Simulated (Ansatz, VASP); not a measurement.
# BaTe: VASP beside Ansatz

INCAR

```
SYSTEM = BaTe
  ALGO = Normal
  EDIFF = 1E-6
  EDIFFG = -0.01
  ENCUT = 600
  GGA = PS
  IBRION = 2
  ISIF = 3
  ISMEAR = 0
  LASPH = .True.
  LCHARG = .False.
  LREAL = .False.
  LWAVE = .False.
  NELM = 100
  NSW = 50
  PREC = Accurate
  SIGMA = 0.05
```

KPOINTS

```
k-points
0
Gamma
  6 6 8
  0 0 0
```

POSCAR

```
BaTe
1.0
    5.8774855334      0.0000000000      0.0000000000
    0.0000000000      5.8774855334      0.0000000000
    0.0000000000      0.0000000000      4.1770960813
Ba Te
2 2
Direct
    0.5000000000      0.0000000000      0.5000090223
    0.0000000000      0.5000000000      0.4999909777
    0.0000000000      0.0000000000      0.0000000000
    0.5000000000      0.5000000000      0.0000000000
```

Input for Ansatz:

```yaml
crystal:
  lattice:
    - [5.8774855334, 0.0, 0.0]
    - [0.0, 5.8774855334, 0.0]
    - [0.0, 0.0, 4.1770960813]
  atoms:
    - { symbol: Ba, position: [0.5, 0.0, 0.5000090223] }
    - { symbol: Ba, position: [0.0, 0.5, 0.4999909777] }
    - { symbol: Te, position: [0.0, 0.0, 0.0] }
    - { symbol: Te, position: [0.5, 0.5, 0.0] }
basis:
  ecutwfc: 420
  ecutrho_ratio: 4
kpoints:
  mp_grid: { grid: [6, 6, 8] }
hamiltonian:
  xc: pbesol
scf:
  occupations: { method: gaussian, width: 0.05 }
output:
  forces: true
  stress: true
  eigenvalues: true
relax:
  f_tol: 0.01
  max_steps: 30
  cell: { stress_tol: 0.04 }
```

The cell comes from a database or a generator and needn't be the stable form of this composition.

Alike in both runs: task relaxation of cell and atoms; functional PBEsol; k mesh 6 × 6 × 8; occupations gaussian, width 0.05 eV; no spin polarisation.

|  | VASP | Ansatz |
| --- | --- | --- |
| version | VASP 6.6.1 | Ansatz 0.2.0 |
| potentials or method | VASP PAW PBE potentials, release 64 (Ba_sv, Te) | scalar-relativistic, plane waves, PAW |
| plane-wave cutoff (eV) | 600 | 420 |
| valence electrons in the cell | 32 | 52 |

Ansatz gave:

| Property | Result |
| --- | --- |
| gap on the k mesh at the Fermi level, each at its own relaxed structure (eV) | 0.64 |
| relaxed volume (Å³/atom) | 36.02 |
| relaxed cell length with the largest relative difference (Å) | 4.162 |
| energy change over the relaxation (meV/atom) | 0 |

Question: What did VASP give for the same quantities?

Answer: gap on the k mesh at the Fermi level, each at its own relaxed structure (eV): 0.57; relaxed volume (Å³/atom): 36.63; relaxed cell length with the largest relative difference (Å): 4.186; energy change over the relaxation (meV/atom): -1.

The two sets of potentials don't hold the same shells in valence. Ansatz warned: «structure_snapped_to_symmetry».

Caveats: the PAW data sets were made with another functional, which shifts forces and pressure a little (VASP); spin-orbit coupling is left out, which moves the levels of the heavy elements. A k mesh can miss the band edges.
